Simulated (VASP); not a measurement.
A run of VASP 6.6.1 is set up as follows.

File INCAR:

```
SYSTEM = Tb
PREC = Accurate
ENCUT = 520
EDIFF = 1E-6
ISMEAR = -1
SIGMA = 0.05
LREAL = .False.
LASPH = .True.
NELM = 150
ALGO = Normal
ISIF = 2
LWAVE = .False.
LCHARG = .False.
ISPIN = 2
MAGMOM = 6
LORBIT = 11
LMAXMIX = 6
GGA = PE
NBANDS = 20
```

Contents of KPOINTS:

```
regular mesh
0
Gamma
  6 6 6
  0 0 0
```

File POSCAR:

```
Tb
1.0
   -2.0100000000      2.0100000000      2.0100000000
    2.0100000000     -2.0100000000      2.0100000000
    2.0100000000      2.0100000000     -2.0100000000
Tb
1
Direct
    0.0000000000      0.0000000000      0.0000000000
```

Potentials or basis: VASP PAW PBE potentials, release 64 (Tb).

The run is started by

```sh
$ cat potpaw_PBE.64/Tb/POTCAR > POTCAR
$ mpirun -np 1 vasp_std > vasp.out
```

Q: What does it give for the site moments?

A: Tb +5.63 μB.

Q: Estimate the pressure.

A: 0.2 GPa.

Q: Predict the net moment.

A: 5.75 μB per cell.

Q: Predict the band gap on the k mesh.

A: None (metal or under the smearing width).

Caveat: the k mesh is coarse (spacing up to 0.37 Å⁻¹), so the values aren't converged; the magnetic or orbital state may not be the lowest; spin-orbit coupling is left out, which moves the levels of the heavy elements. The state reached can hang on the start; a lower one may exist.
